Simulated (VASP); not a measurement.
**Ru under changes of volume**

One of the cells (13.448 Å³/atom); the others are scaled copies at fixed shape and fractional positions:

```
Ru
1.0
     2.70523    0.00000    0.00000
    -1.35261    2.34279    0.00000
     0.00000    0.00000    4.24387
Ru
2
Direct
  0.66667 0.33333 0.75000
  0.33333 0.66667 0.25000
```

```yaml
Program: VASP 6.6.1
Functional: PBE
Dispersion: D3(BJ)
Potentials_or_basis: VASP PAW PBE potentials, release 64 (Ru_pv)
Cutoff: 520 eV
k_mesh: 10 × 10 × 6
Occupations: fermi-dirac, width 0.05 eV
Spin: no spin polarisation
```

```csv
volume (Å³/atom),energy over the lowest point (meV/atom),pressure (GPa)
12.910,24.84,15.2
13.179,?,?
13.448,0.00,0.1
13.717,5.21,-6.3
13.986,20.46,-11.9
```

Question: What does the run at 13.179 Å³/atom give?

Answer: Energy over the lowest point 6.08 meV/atom; pressure 7.2 GPa.

Worked out: A Birch-Murnaghan fit of order 2 (a polynomial in V^(-2/3)) to the other rows has its minimum at 13.46 Å³/atom with B0 = V·E''(V) = 335 GPa at fixed shape and positions, which overstates the stiffness. It gives 6.20 meV/atom at 13.179 Å³/atom, against the run's 6.08, and -dE/dV = 7.3 GPa, against 7.2.

Energies are extrapolated to zero smearing.

Caveats: pairwise dispersion overbinds metals, which lowers pressure and volume.
